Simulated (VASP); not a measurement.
Write the native input for VASP 6.6.1 that does the following.

- Task: band structure
- Functional: r2SCAN
- Potentials or basis: VASP PAW PBE potentials, release 64 (Ag, Cl)
- Cutoff: 520 eV
- k mesh: 8 × 8 × 8
- Occupations: gaussian, width 0.03 eV
- Spin: no spin polarisation
- Further INCAR settings: ALGO = Normal; EDIFF = 1e-06; NBANDS = 16

The structure of AgCl (Chlorargyrite) lies in POSCAR:

```
AgCl                                    
1.0
    0.0000000000      2.7224909976      2.7224909976
    2.7224909976      0.0000000000      2.7224909976
    2.7224909976      2.7224909976      0.0000000000
  Ag              Cl            
     1     1
Direct
     0.0000000000000000    0.0000000000000000    0.0000000000000000
     0.5000000000000000    0.5000000000000000    0.5000000000000000
```

These files were run (other wordings do the same):

INCAR

```
SYSTEM = AgCl
  ALGO = Normal
  EDIFF = 1E-6
  ENCUT = 520
  ISIF = 2
  ISMEAR = 0
  LASPH = .TRUE.
  LCHARG = .FALSE.
  LMAXMIX = 4
  LMIXTAU = .TRUE.
  LREAL = .FALSE.
  LWAVE = .FALSE.
  METAGGA = R2SCAN
  NBANDS = 16
  NELM = 80
  PREC = Accurate
  SIGMA = 0.03
```

KPOINTS

```
k-points
0
G
  8 8 8
  0 0 0
```

KPOINTS_OPT

```
explicit points
302
Reciprocal
 0.0000000000  0.0000000000  0.0000000000 1
 0.0263157895  0.0000000000  0.0263157895 1
 0.0526315789  0.0000000000  0.0526315789 1
 0.0789473684  0.0000000000  0.0789473684 1
 0.1052631579  0.0000000000  0.1052631579 1
 0.1315789474  0.0000000000  0.1315789474 1
[... 294 lines left out ...]
 0.4892271500  0.0107728500  0.5000000000 1
 0.5107728500 -0.0107728500  0.5000000000 1
```

Potentials or basis: VASP PAW PBE potentials, release 64 (Ag, Cl).

Run with:

```console
$ cat potpaw_PBE.64/Ag/POTCAR potpaw_PBE.64/Cl/POTCAR > POTCAR
$ mpirun -np 1 vasp_std > vasp.out
```

It gave:

```
Pressure                : 3.1 GPa
Band gap on the k mesh  : 1.43 eV, indirect (least direct gap 3.91 eV)
Band gap along the path : 1.43 eV, indirect (least direct gap 3.72 eV)
```

Caveat: the PAW data sets were made with another functional, which shifts forces and pressure a little.

It took 5.4 min on 1 thread of AMD EPYC 9R45 (Zen 5), on a shared host, peak memory 0.15 GiB.
